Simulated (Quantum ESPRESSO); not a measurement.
Runs of Quantum ESPRESSO 7.5 on InP. It takes space group F-43m (No. 216, cubic). Conventional cell: a = 5.861 Å, b = 5.861 Å, c = 5.861 Å, α = 90.00°, β = 90.00°, γ = 90.00°. In (site symmetry -43m) has 4 P at 2.54 Å as nearest neighbours. P (site symmetry -43m) has 4 In at 2.54 Å as nearest neighbours. 

```tsv
level	potentials or basis	spin	cell	k mesh	cutoff (eV)	k mesh of the self-consistent run	form of the LDA	mesh quality	gap on the mesh (eV)
LDA	PseudoDojo 0.4.1 SR LDA stringent	off	as given	4 × 4 × 4	1007	8 × 8 × 8	PW92	coarse	0.48
PBEsol	PseudoDojo 0.4 SR PBEsol stringent	off	as given	6 × 6 × 6	1116	8 × 8 × 8	-	not flagged	0.61
PBE	PseudoDojo 0.4 FR PBE standard	non-collinear, zero start, SOC	as given	2 × 2 × 2	952	8 × 8 × 8	-	coarse	(a)
PBE	PseudoDojo 0.4 SR PBE stringent	off	as given	4 × 4 × 4	1116	8 × 8 × 8	-	coarse	0.71
PBE	SPMS 1.0 PBE	off	volume scaled by 0.96	10 × 10 × 10	952	10 × 10 × 10	-	not flagged	0.94
PBE	PseudoDojo 0.4.1 SR PBE standard	off	as given	6 × 6 × 6	952	8 × 8 × 8	-	not flagged	0.71
```

Alike in all rows: task single point; smearing fixed.

**Question.** Estimate the missing entries.

**Answer.** (a) 0.68.

Caveats: some runs use coarse meshes; spin-orbit coupling is left out, which moves the levels of the heavy elements (some runs).

A k mesh can miss the band edges, and rows without SOC leave out spin-orbit coupling on In.

The runs don't all hold the same shells in valence.
